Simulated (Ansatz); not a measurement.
Sr: strain energy, fitted

Sr, Im-3m, a = 4.810 Å. This isn't the element's structure at ambient conditions. Ansatz: r2SCAN, PAW, 500 eV, Γ-centred 10×10×10 mesh on 2 atoms, Gaussian smearing 0.10 eV; no spin polarisation. Series: strain along c alone, the other axes held, atoms fixed by symmetry; x is the strain in per cent. y is the free energy over the unstrained cell, V0 = 55.628 Å³/atom.

| x (%) | y (meV/atom) |
| --- | --- |
| -4.5 | ? |
| -3.0 | 2.12 |
| -1.5 | 0.54 |
| 0.0 | 0.00 |
| 1.5 | 0.27 |
| 3.0 | 1.18 |
| 4.5 | 2.65 |

Problem. Fit y = c2 x² + c3 x³ to the other rows, turn c2 into a modulus, and predict the missing energy.

Solution. Least squares on the rows shown. y = 0.1905 x² − 0.01393 x³. In eV per unit strain² c2 is 1.905; this is C33 with relaxed ions (E = ½ C33 V0 ε²): 2 × 1.905 × 160.2 / (55.628) = 11.0 GPa. The unstrained cell keeps some stress along the strain, worth a slope of -0.06 meV/atom per %, which the form leaves out. With a term in x⁴ added, the coefficient of x² becomes 0.1642, 14 % less, which shows how far this figure hangs on the form. At x = -4.5 the fit asked for gives 5.13 meV/atom. The run gave 5.03 meV/atom, so the fit is 0.10 meV/atom too high, within twice the rms miss on the fitted rows (0.10 meV/atom).